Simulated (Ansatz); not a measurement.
Bulk crystal (InSe) after relaxation:

```cif
data_structure
_symmetry_space_group_name_H-M 'P 1'
_symmetry_Int_Tables_number 1
_cell_length_a 8.6242
_cell_length_b 8.6242
_cell_length_c 8.6242
_cell_angle_alpha 27.067
_cell_angle_beta 27.067
_cell_angle_gamma 27.067
_cell_volume 117.16
loop_
_atom_site_label
_atom_site_type_symbol
_atom_site_fract_x
_atom_site_fract_y
_atom_site_fract_z
_atom_site_occupancy
In1 In 0.00005 0.00005 0.00005 1
In2 In 0.11218 0.11218 0.11218 1
Se1 Se 0.61514 0.61514 0.61514 1
Se2 Se 0.83034 0.83034 0.83034 1
```

Miller indices refer to the conventional cell of R3m (No. 160), a = 4.036 Å, b = 4.036 Å, c = 24.910 Å, α = 90.00°, β = 90.00°, γ = 120.00°. The bulk's gap is 0.30 eV.

These are results of Ansatz, DFT PBE+D3(BJ), scalar-relativistic, plane waves, PAW, not measurements. Cutoff 420 eV, Gaussian smearing of 0.05 eV, no spin polarisation. A dipole correction acts along the normal.

A relaxed slab with low-index faces, about a nanometre thick, has these properties:

For this slab, the surface energy (mean of both faces) is 0.16 J/m² and the gap of the slab on the mesh is 1.02 eV.

Q: Which low-index plane was cut, and which atoms end it?

A: The (001) plane, with Se in the top plane and Se in the bottom one as cut, before relaxation. The planes from bottom to top: Se, In, In, Se, Se, In, In, Se.

An odd mesh misses points on the zone edge, so a gap read on it can be too wide. Gaps are read on the k points sampled, so a band crossing between them can be missed.